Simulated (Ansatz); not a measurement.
# Does disorder add resistance in series? Ag(111) layers with 25 % Rh

Two lengths of the disordered region are known. What area resistance does the third give?

**Method.** Ansatz 0.2.0, plane waves with PAW datasets at their recommended cutoffs (420 eV for most), Fermi-Dirac smearing; ballistic transmission by layer matching. The area resistance is RA = A (h/2e²)(1/T − 1/N), with T the zone-mean transmission per spin and N the lead's channels, both averaged over a few energies near the Fermi level; for magnets each spin is taken apart, with h/e², and the two conduct in parallel. Lateral cell 2x2, PBE, a fresh random draw for each length.

Results; the value marked ? is to be predicted:

| length (Å) | channels N | RA (fΩ m²) |
| --- | --- | --- |
| 9.44 | 3.234 | 1.25 |
| 18.9 | 3.234 | 1.99 |
| 28.3 | 3.266 | ? |

**Estimate by hand.**

Ohm's law makes RA linear in the length: the slope is (1.99 − 1.25)/(18.9 − 9.44) = 0.0779 fΩ m² per Å, or 78 µΩ cm. Then 1.99 + 0.0779 × 9.44. Predicted: 2.72 fΩ m².

What the run gave:

3.18 fΩ m², so the prediction is 14 % too low. The three lengths together give 102 µΩ cm. The two increments are 0.74 and 1.2 fΩ m²; with one draw for each length, their difference can't be told from scatter.

**Limits.** The scatterers repeat sideways with the small cell. The slope is a raw one; a model of isotropic scattering puts it 1.00 times the bulk value over these lengths. Atoms sit unrelaxed on the host's lattice, and the pair may not mix at random in practice.
